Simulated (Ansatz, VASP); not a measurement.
## Si2W: VASP beside Ansatz

```xyz
6
Lattice="3.2293 0.0000 0.0000 0.0000 3.2293 0.0000 0.0000 0.0000 20.5365" Properties=species:S:1:pos:R:3 pbc="T T T"
Si    0.0000    0.0000    7.0000
Si    0.0000    0.0000    9.6029
Si    1.6146    1.6146   10.8757
Si    1.6146    1.6146   13.4373
W     1.6146    1.6146    8.3015
W     0.0000    0.0000   12.1662
```

Alike in both runs: functional PBE; k mesh 9 × 9 × 1; occupations gaussian, width 0.1 eV; no spin polarisation.

Ansatz relaxed the structure, and its values are those at the end. VASP's run is a single point on that final structure, the one shown.

|  | VASP | Ansatz |
| --- | --- | --- |
| version | VASP 6.6.1 | Ansatz 0.2.0 |
| potentials or method | VASP PAW PBE potentials, release 64 (Si, W_sv) | scalar-relativistic, plane waves, PAW |
| plane-wave cutoff (eV) | 520 | 420 |
| valence electrons in the cell | 44 | 44 |

|  | VASP | Ansatz | Ansatz less VASP |
| --- | --- | --- | --- |
| gap on the k mesh at the Fermi level (eV) | none | none | - |
| rms of the force components (eV/Å) | 0.070 | 0.071 | +0.0009 |

A gap of «none» marks a metal or a gap that the smearing closes.

The runs have no spin-orbit coupling, so splittings on W are missing.
